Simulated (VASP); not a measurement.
# ZnS (F-43m) in VASP: notebook

Runs on ZnS. Level: PBEsol. Tasks: relaxation of cell and atoms.

Everything below comes from runs of VASP 6.6.1. Logs are shortened: lines on timing, memory, paths and dates and some standing lists are left out, and cuts for length are marked.

### 1 The crystal as given

Symmetry: F-43m, No. 216, cubic system. The conventional cell has a = 5.404 Å, b = 5.404 Å, c = 5.404 Å, α = 90.00°, β = 90.00°, γ = 90.00°. Zn (site symmetry -43m) has 4 S at 2.34 Å as nearest neighbours. Around S (site symmetry -43m) lie 4 Zn at 2.34 Å.

### 2 Relaxation of cell and atoms, PBEsol

Contents of INCAR:

```
SYSTEM = ZnS
PREC = Accurate ; ENCUT = 600
EDIFF = 1E-6 ; ISMEAR = 0
SIGMA = 0.03 ; LREAL = .FALSE.
LASPH = .TRUE. ; NELM = 80
ALGO = Normal ; ISIF = 3
LWAVE = .FALSE. ; LCHARG = .FALSE.
GGA = PS ; IBRION = 2
NSW = 90 ; EDIFFG = -0.01
KPAR = 8
```

Contents of KPOINTS:

```
regular mesh
0
G
  10 10 10
  0 0 0
```

Contents of POSCAR:

```
ZnS
1.0
    0.0000000000      2.7020000000      2.7020000000
    2.7020000000      0.0000000000      2.7020000000
    2.7020000000      2.7020000000      0.0000000000
Zn S
1 1
Direct
    0.2500000000      0.2500000000      0.2500000000
    0.0000000000      0.0000000000      0.0000000000
```

Potentials or basis: VASP PAW PBE potentials, release 64 (Zn, S).

Command:

```bash
> cat potpaw_PBE.64/Zn/POTCAR potpaw_PBE.64/S/POTCAR > POTCAR
> mpirun -np 8 vasp_std > vasp.out
```

OUTCAR:

```text
SYSTEM = ZnS
   PREC = Accurate
   ENCUT = 600
   EDIFF = 1E-6
   ISMEAR = 0
   LREAL = .FALSE.
   LASPH = .TRUE.
   NELM = 80
   ISIF = 3
   GGA = PS
   IBRION = 2
   NSW = 90
   EDIFFG = -0.01

 ion  position               nearest neighbor table
   1  0.250  0.250  0.250-   2 2.34   2 2.34   2 2.34   2 2.34
   2  0.000  0.000  0.000-   1 2.34   1 2.34   1 2.34   1 2.34

  LATTYP: Found a face centered cubic cell.
 ALAT       =     5.4040000000

  Lattice vectors:

 A1 = (   0.0000000000,   2.7020000000,   2.7020000000)
 A2 = (   2.7020000000,   0.0000000000,   2.7020000000)
 A3 = (   2.7020000000,   2.7020000000,   0.0000000000)

Analysis of symmetry for initial positions (statically):
=====================================================================
 Subroutine PRICEL returns:
 Original cell was already a primitive cell.

 Routine SETGRP: Setting up the symmetry group for a
 face centered cubic supercell.

 Subroutine GETGRP returns: Found 24 space group operations
 (whereof 24 operations were pure point group operations)
 out of a pool of 48 trial point group operations.

The static configuration has the point symmetry T_d .

Analysis of symmetry for dynamics (positions and initial velocities):
=====================================================================
 Subroutine PRICEL returns:
 Original cell was already a primitive cell.

 Routine SETGRP: Setting up the symmetry group for a
 face centered cubic supercell.

 Subroutine GETGRP returns: Found 24 space group operations
 (whereof 24 operations were pure point group operations)
 out of a pool of 48 trial point group operations.

The dynamic configuration has the point symmetry T_d .

 Subroutine INISYM returns: Found 24 space group operations
 (whereof 24 operations are pure point group operations),
 and found     1 'primitive' translations

----------------------------------------------------------------------------------------

                                     Primitive cell

  volume of cell :      39.4535

  direct lattice vectors                    reciprocal lattice vectors
     0.000000000  2.702000000  2.702000000    -0.185048113  0.185048113  0.185048113
     2.702000000  0.000000000  2.702000000     0.185048113 -0.185048113  0.185048113
     2.702000000  2.702000000  0.000000000     0.185048113  0.185048113 -0.185048113

  length of vectors
     3.821205046  3.821205046  3.821205046     0.320512733  0.320512733  0.320512733

  position of ions in fractional coordinates (direct lattice)
     0.250000000  0.250000000  0.250000000
     0.000000000  0.000000000  0.000000000

  ion indices of the primitive-cell ions
   primitive index   ion index
                 1           1
                 2           2

----------------------------------------------------------------------------------------

 KPOINTS: regular mesh

Automatic generation of k-mesh.
 Grid dimensions read from file:
 generate k-points for:   10   10   10

 Generating k-lattice:

  Cartesian coordinates                     Fractional coordinates (reciprocal lattice)
    -0.018504811  0.018504811  0.018504811     0.100000000  0.000000000  0.000000000
     0.018504811 -0.018504811  0.018504811     0.000000000  0.100000000  0.000000000
     0.018504811  0.018504811 -0.018504811     0.000000000  0.000000000  0.100000000

  Length of vectors
     0.032051273  0.032051273  0.032051273

  Shift w.r.t. Gamma in fractional coordinates (k-lattice)
     0.000000000  0.000000000  0.000000000

 Subroutine IBZKPT returns following result:
 ===========================================

 Found     47 irreducible k-points:

 Following reciprocal coordinates:
            Coordinates               Weight
  0.000000  0.000000  0.000000      1.000000
  0.100000  0.000000  0.000000      8.000000
  0.200000  0.000000  0.000000      8.000000
  0.300000  0.000000  0.000000      8.000000
  0.400000  0.000000  0.000000      8.000000
  0.500000  0.000000  0.000000      4.000000
[... 16 lines left out ...]
  0.300000  0.300000  0.000000      6.000000
  0.400000  0.300000  0.000000     24.000000
 [... further k-points ...]
   k-points           NKPTS =     47   k-points in BZ     NKDIM =     47   number of bands    NBANDS=     13
   number of dos      NEDOS =    301   number of ions     NIONS =      2
   total plane-waves  NPLWV =  32768
   dimension x,y,z NGX =    32 NGY =   32 NGZ =   32
   dimension x,y,z NGXF=    64 NGYF=   64 NGZF=   64
   ions per type =               1   1
   NGX,Y,Z   is equivalent  to a cutoff of  13.92, 13.92, 13.92 a.u.
   NGXF,Y,Z  is equivalent  to a cutoff of  27.84, 27.84, 27.84 a.u.
 SYSTEM =  ZnS
   PREC   = accura    normal or accurate (medium, high low for compatibility)
   ISTART =      0    job   : 0-new  1-cont  2-samecut
   ICHARG =      2    charge: 1-file 2-atom 10-const
   ISPIN  =      1    spin polarized calculation?
   LNONCOLLINEAR =      F non collinear calculations
   LSORBIT =      F    spin-orbit coupling
   LASPH  =      T    aspherical Exc in radial PAW
   ENCUT  =  600.0 eV  44.10 Ry    6.64 a.u.   7.63  7.63  7.63*2*pi/ulx,y,z
   NELM   =     80;   NELMIN=  2; NELMDL= -5     # of ELM steps
   EDIFF  = 0.1E-05   stopping-criterion for ELM
   LREAL  =      F    real-space projection
   EDIFFG = -.1E-01   stopping-criterion for IOM
   NSW    =     90    number of steps for IOM
   IBRION =      2    ionic relax: 0-MD 1-quasi-New 2-CG
   NFREE  =      1    steps in history (QN), initial steepest desc. (CG)
   ISIF   =      3    stress and relaxation
   ISYM   =      2    0-nonsym 1-usesym 2-fastsym
   POTIM  = 0.5000    time-step for ionic-motion
   TEBEG  =    0.0;   TEEND  =   0.0 temperature during run
   PSTRESS=    0.0 pullay stress
   NELECT =      18.0000    total number of electrons
   NUPDOWN=      -1.0000    fix difference up-down
   EMIN   =  10.00;   EMAX   =-10.00  energy-range for DOS
   EFERMI =   0.00;   METHOD = LEGACY
   ISMEAR =     0;   SIGMA  =   0.03  broadening in eV -4-tet -1-fermi 0-gaus
   EFERMI_NEDOS =   21; number of points for ismear=-14 and -15
   IALGO  =     38    algorithm
   IMIX   =      4    mixing-type and parameters
     AMIX     =   0.40;   BMIX     =  1.00
     AMIX_MAG =   1.60;   BMIX_MAG =  1.00
  volume/ion in A,a.u.               =      19.73       133.12
  Fermi-wavevector in a.u.,A,eV,Ry     =   1.260290  2.381602 21.610537  1.588330
  Thomas-Fermi vector in A             =   2.393807
   LORBIT       =      0    0 simple, 1 ext, 2 COOP (PROOUT), +10 PAW based schemes
   GGA     = PS    functional components
   LHFCALC =     F    Hartree Fock is set to
   AEXX    =    0.0000 exact exchange contribution
   IVDW    =     0    specifies the selected vdW correction
   LEPSILON=     F    determine dielectric tensor
   LRPA    =     F    only Hartree local field effects (RPA)
 conjugate gradient relaxation of ions
 non-spin polarized calculation
 Gauss-broadening in eV      SIGMA  =   0.03
  energy-cutoff  :      600.00
  volume of cell :       39.45
 maximum number of plane-waves:      1363
   NGX = 15   NGY = 15   NGZ = 15

--------------------------------------- Ionic step        1  -------------------------------------------

 number of electron      17.9999998 magnetization

 Free energy of the ion-electron system (eV)
  ---------------------------------------------------
  ext. energy  EPLUGINS =         0.00000000
  ---------------------------------------------------
  free energy    TOTEN  =        -7.58393353 eV

  energy without entropy =       -7.58393353  energy(sigma->0) =       -7.58393353

------------------------ aborting loop because EDIFF is reached ----------------------------------------

  FORCE on cell =-STRESS in cart. coord.  units (eV):
  Direction    XX          YY          ZZ          XY          YZ          ZX
  --------------------------------------------------------------------------------------
  -------------------------------------------------------------------------------------
  Total       -0.4264507     -0.4264507     -0.4264507     -0.0000000     -0.0000000      0.0000000
  in kB      -17.3178277    -17.3178277    -17.3178277     -0.0000000     -0.0000000      0.0000000
  external PRESSURE =     -17.3178277 kB  Pullay stress =       0.0000000 kB

 VOLUME and BASIS-vectors are now :
 -----------------------------------------------------------------------------
  energy-cutoff  :      600.00
  volume of cell :       39.45
      direct lattice vectors                 reciprocal lattice vectors
     0.000000000  2.702000000  2.702000000    -0.185048113  0.185048113  0.185048113
     2.702000000  0.000000000  2.702000000     0.185048113 -0.185048113  0.185048113
     2.702000000  2.702000000  0.000000000     0.185048113  0.185048113 -0.185048113
[... 37 lines left out ...]
 POSITION                                       TOTAL-FORCE (eV/Angst)
 -----------------------------------------------------------------------------------
      1.33710      1.33710      1.33710         0.000000      0.000000      0.000000
      2.67421     -0.00000      2.67421        -0.000000     -0.000000     -0.000000
 -----------------------------------------------------------------------------------
    total drift:                               -0.000000     -0.000000     -0.000000

  FREE ENERGIE OF THE ION-ELECTRON SYSTEM (eV)
  ---------------------------------------------------
  free  energy   TOTEN  =        -7.5888246787 eV

  energy  without entropy=       -7.5888246787  energy(sigma->0) =       -7.58882468

--------------------------------------- Ionic step        3  -------------------------------------------

 number of electron      17.9999989 magnetization

 Free energy of the ion-electron system (eV)
  ---------------------------------------------------
  ext. energy  EPLUGINS =         0.00000000
  ---------------------------------------------------
  free energy    TOTEN  =        -7.58928851 eV

  energy without entropy =       -7.58928851  energy(sigma->0) =       -7.58928851

 E-fermi :   2.4429     XC(G=0):  -9.9635

 val. band max:        2.2414848431   @ k =   0.0000   0.0000   0.0000
 cond. band min:       4.3244000281   @ k =   0.0000   0.0000   0.0000
 fundamental gap:      2.0829151850
 Fermi energy:         2.4428758900

 k-point     1 :       0.0000    0.0000    0.0000
  band No.  band energies     occupation
      1     -11.0858      2.00000
      2      -4.2312      2.00000
      3      -4.2312      2.00000
      4      -4.2312      2.00000
      5      -3.7030      2.00000
      6      -3.7030      2.00000
      7       2.2415      2.00000
      8       2.2415      2.00000
      9       2.2415      2.00000
     10       4.3244      0.00000
     11       8.5318      0.00000
     12       8.5318      0.00000
     13       8.5318      0.00000

 k-point     2 :       0.1000    0.0000    0.0000
  band No.  band energies     occupation
      1     -11.0058      2.00000
      2      -4.2338      2.00000
      3      -4.2166      2.00000
      4      -4.2166      2.00000
      5      -3.7044      2.00000
      6      -3.7044      2.00000
      7       1.4176      2.00000
      8       2.1381      2.00000
      9       2.1381      2.00000
     10       4.9521      0.00000
     11       8.4442      0.00000
[... 339 lines left out ...]
 k-point    24 :       0.4000    0.3000    0.0000
  band No.  band energies     occupation
      1     -10.0631      2.00000
      2      -4.2754      2.00000
      3      -3.9722      2.00000
      4      -3.9642      2.00000
      5      -3.6827      2.00000
      6      -3.6417      2.00000
      7      -1.6141      2.00000
      8       0.1474      2.00000
      9       0.3705      2.00000
     10       6.1192      0.00000
     11       6.8705      0.00000
     12      10.9830      0.00000
     13      11.9666      0.00000

 [... further k-points ...]
[... 5 lines left out ...]
  --------------------------------------------------------------------------------------
  -------------------------------------------------------------------------------------
  Total       -0.0075649     -0.0075649     -0.0075649     -0.0000000      0.0000000      0.0000000
  in kB       -0.3147171     -0.3147171     -0.3147171     -0.0000000      0.0000000      0.0000000
  external PRESSURE =      -0.3147171 kB  Pullay stress =       0.0000000 kB

 VOLUME and BASIS-vectors are now :
 -----------------------------------------------------------------------------
  energy-cutoff  :      600.00
  volume of cell :       38.51
      direct lattice vectors                 reciprocal lattice vectors
    -0.000000000  2.680331439  2.680331439    -0.186544094  0.186544094  0.186544094
     2.680331439 -0.000000000  2.680331439     0.186544094 -0.186544094  0.186544094
     2.680331439  2.680331439  0.000000000     0.186544094  0.186544094 -0.186544094

 POSITION                                       TOTAL-FORCE (eV/Angst)
 -----------------------------------------------------------------------------------
      1.34017      1.34017      1.34017         0.000000      0.000000      0.000000
      0.00000      0.00000      0.00000        -0.000000     -0.000000     -0.000000
 -----------------------------------------------------------------------------------
    total drift:                               -0.000000     -0.000000     -0.000001

  FREE ENERGIE OF THE ION-ELECTRON SYSTEM (eV)
  ---------------------------------------------------
  free  energy   TOTEN  =        -7.5892885087 eV

  energy  without entropy=       -7.5892885087  energy(sigma->0) =       -7.58928851

 reached required accuracy - stopping structural energy minimisation
```

Run time: 8.3 s. Hardware: 8 MPI ranks of Intel Xeon 6975P-C (Granite Rapids), shared host; peak memory 0.2 GiB.

What came out:

| Item | Value |
| --- | --- |
| Free energy | -7.5893 eV |
| Relaxed volume | 19.26 Å³/atom |
| Relaxed cell | a = 3.791 Å, b = 3.791 Å, c = 3.791 Å, α = 60.00°, β = 60.00°, γ = 60.00° |
| Space group after relaxing (to 0.05 Å) | F-43m (No. 216) |
| Energy gained by relaxing | 2.7 meV/atom |
| Ionic steps | 3 |
| Pressure after relaxing | 0.0 GPa |
| Band gap on the k mesh | 2.08 eV, direct |

The path:
| step | energy change (eV) | largest force (eV/Å) | pressure (GPa) | volume (Å³) |
| --- | --- | --- | --- | --- |
| 1 | 0.0000 | 0.0000 | -1.73 | 39.45 |
| 2 | -0.0049 | 0.0000 | 0.60 | 38.25 |
| 3 | -0.0054 | 0.0000 | -0.03 | 38.51 |

Final structure:
```
Zn S
1.0
     0.00000    2.68033    2.68033
     2.68033    0.00000    2.68033
     2.68033    2.68033    0.00000
Zn S
1 1
Direct
  0.25000 0.25000 0.25000
  0.00000 0.00000 0.00000
```

Levels at points of the mesh, in eV from the valence-band top:
```
           k point  band 7  band 8  band 9  band 10  band 11  band 12
(0.00, 0.00, 0.00)    0.00    0.00    0.00     2.08     6.29     6.29
(0.50, 0.00, 0.00)   -5.52   -0.91   -0.91     3.24     6.82     6.82
(0.50, 0.50, 0.00)   -4.70   -2.34   -2.34     3.18     3.96    11.00
```

Caveat: the PAW data sets were made with another functional, which shifts forces and pressure a little.

### 3 Relaxation of cell and atoms, PBEsol

This run uses another cell than the first one, of 19.26 Å³/atom, 0.976 times its volume.

Contents of INCAR:

```
SYSTEM = ZnS
PREC = Accurate ; ENCUT = 600
EDIFF = 1E-7 ; ISMEAR = 0
SIGMA = 0.03 ; LREAL = .FALSE.
LASPH = .TRUE. ; NELM = 80
ALGO = Normal ; ISIF = 3
LWAVE = .FALSE. ; LCHARG = .FALSE.
GGA = PS ; IBRION = 2
NSW = 90 ; EDIFFG = -0.005
KPAR = 8
```

KPOINTS is that of step 2.

Contents of POSCAR:

```
ZnS                                     
1.0
   -0.0000000000      2.6803314386      2.6803314386
    2.6803314386     -0.0000000000      2.6803314386
    2.6803314386      2.6803314386      0.0000000000
  Zn              S             
     1     1
Direct
     0.2500000000000000    0.2500000000000000    0.2500000000000000
     0.0000000000000000    0.0000000000000000    0.0000000000000000
```

Potentials or basis: VASP PAW PBE potentials, release 64 (Zn, S).

Command:

```bash
> cat potpaw_PBE.64/Zn/POTCAR potpaw_PBE.64/S/POTCAR > POTCAR
> mpirun -np 8 vasp_std > vasp.out
```

It took 4.7 s on 8 MPI ranks of Intel Xeon 6975P-C (Granite Rapids), shared host; peak memory 0.18 GiB.

Results (log left out):

```
Free energy             : -7.5891 eV
Pressure after relaxing : 0.0 GPa
Band gap on the k mesh  : 2.08 eV, direct
```

Final structure:
```cif
data_structure
_symmetry_space_group_name_H-M 'P 1'
_symmetry_Int_Tables_number 1
_cell_length_a 3.7906
_cell_length_b 3.7906
_cell_length_c 3.7906
_cell_angle_alpha 60.000
_cell_angle_beta 60.000
_cell_angle_gamma 60.000
_cell_volume 38.51
loop_
_atom_site_label
_atom_site_type_symbol
_atom_site_fract_x
_atom_site_fract_y
_atom_site_fract_z
_atom_site_occupancy
Zn1 Zn 0.25000 0.25000 0.25000 1
S1 S 0.00000 0.00000 0.00000 1
```

Levels at points of the mesh, in eV from the valence-band top:
```tsv
k point	band 6	band 7	band 8	band 9	band 10	band 11	band 12	band 13
(0.00, 0.00, 0.00)	-5.94	0.00	0.00	0.00	2.08	6.29	6.29	6.29
(0.50, 0.00, 0.00)	-5.74	-5.52	-0.91	-0.91	3.24	6.82	6.82	8.79
(0.50, 0.50, 0.00)	-5.72	-4.70	-2.34	-2.34	3.18	3.96	11.00	12.04
```

Caveat: the relaxation stopped at its first step, so nothing moved; the PAW data sets were made with another functional, which shifts forces and pressure a little.
